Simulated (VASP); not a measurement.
Input of a VASP 6.6.1 run:

File INCAR:

```
SYSTEM = TiO2
  PREC = Accurate
  ENCUT = 480
  EDIFF = 1E-7
  ISMEAR = 0
  SIGMA = 0.02
  LREAL = .FALSE.
  LASPH = .TRUE.
  NELM = 100
  ALGO = Normal
  ISIF = 3
  LWAVE = .FALSE.
  LCHARG = .FALSE.
  GGA = PS
  IBRION = 2
  NSW = 90
  EDIFFG = -0.005
```

Contents of KPOINTS:

```
regular mesh
0
G
  6 6 10
  0 0 0
```

Contents of POSCAR:

```
TiO2
1.0
    4.5922000000      0.0000000000      0.0000000000
    0.0000000000      4.5922000000      0.0000000000
    0.0000000000      0.0000000000      2.9574000000
Ti O
2 4
Direct
    0.0000000000      0.0000000000      0.0000000000
    0.5000000000      0.5000000000      0.5000000000
    0.3049600000      0.3049600000      0.0000000000
    0.1950400000      0.8049600000      0.5000000000
    0.6950400000      0.6950400000      0.0000000000
    0.8049600000      0.1950400000      0.5000000000
```

Potentials or basis: VASP PAW PBE potentials, release 64 (Ti_sv, O_s).

Launch:

```sh
$ cat potpaw_PBE.64/Ti_sv/POTCAR potpaw_PBE.64/O_s/POTCAR > POTCAR
$ mpirun -np 1 vasp_std > vasp.out
```

Estimate the relaxed volume.

10.35 Å³/atom.

Predict the relaxed cell.

a = 4.591 Å, b = 4.591 Å, c = 2.945 Å, α = 90.00°, β = 90.00°, γ = 90.00°.

Final structure:
```yaml
crystal:
  lattice:
    - [4.59114, 0.00000, 0.00000]
    - [0.00000, 4.59114, 0.00000]
    - [0.00000, 0.00000, 2.94473]
  atoms:
    - { symbol: Ti, position: [0.00000, 0.00000, 0.00000] }
    - { symbol: Ti, position: [0.50000, 0.50000, 0.50000] }
    - { symbol: O, position: [0.30423, 0.30423, 0.00000] }
    - { symbol: O, position: [0.19578, 0.80422, 0.50000] }
    - { symbol: O, position: [0.69578, 0.69578, 0.00000] }
    - { symbol: O, position: [0.80422, 0.19578, 0.50000] }
```

Caveat: the PAW data sets were made with another functional, which shifts forces and pressure a little.
